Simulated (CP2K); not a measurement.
**TiAl under changes of volume**

One of the cells (16.653 Å³/atom); the others are scaled copies at fixed shape and fractional positions:

```
Ti Al
1.0
     2.86726    0.00000    0.00000
    -1.43363    2.48312    0.00000
     0.00000    0.00000    4.67808
Ti Al
1 1
Direct
  0.00000 0.00000 0.00000
  0.33333 0.66667 0.50000
```

The cell comes from a database or a generator and needn't be the stable form of this composition.

```yaml
Program: CP2K 2026.2
Functional: PBE
Potentials_or_basis: POTENTIAL_UZH Ti GTH-PBE-q12, Al GTH-PBE-q3; TZVP-MOLOPT-PBE-GTH basis
Density_cutoff: 6123 eV
k_mesh: 11 × 11 × 6
Occupations: fermi-dirac, width 0.05 eV
Spin: no spin polarisation
```

| volume (Å³/atom) | energy over the lowest point (meV/atom) | pressure (GPa) |
| --- | --- | --- |
| 15.654 | 23.35 | 7.7 |
| 15.987 | 10.32 | 5.0 |
| 16.320 | 2.74 | 2.5 |
| 16.653 | 0.00 | 0.3 |
| 16.986 | 1.77 | -1.7 |
| 17.320 | 7.42 | -3.6 |
| 17.653 | ? | ? |

**Question.** What does the run at 17.653 Å³/atom give?

**Answer.** Energy over the lowest point 16.70 meV/atom; pressure -5.2 GPa.

Worked out: A Birch-Murnaghan fit of order 3 (a polynomial in V^(-2/3)) to the other rows has its minimum at 16.68 Å³/atom with B0 = V·E''(V) = 105 GPa and B' = 4.3 at fixed shape and positions, which overstates the stiffness. It gives 16.66 meV/atom at 17.653 Å³/atom, against the run's 16.70, and -dE/dV = -5.2 GPa, against -5.2.

Energies are extrapolated to zero smearing.

Caveats: the basis of atomic orbitals isn't converged, which shifts pressures, moduli and gaps.
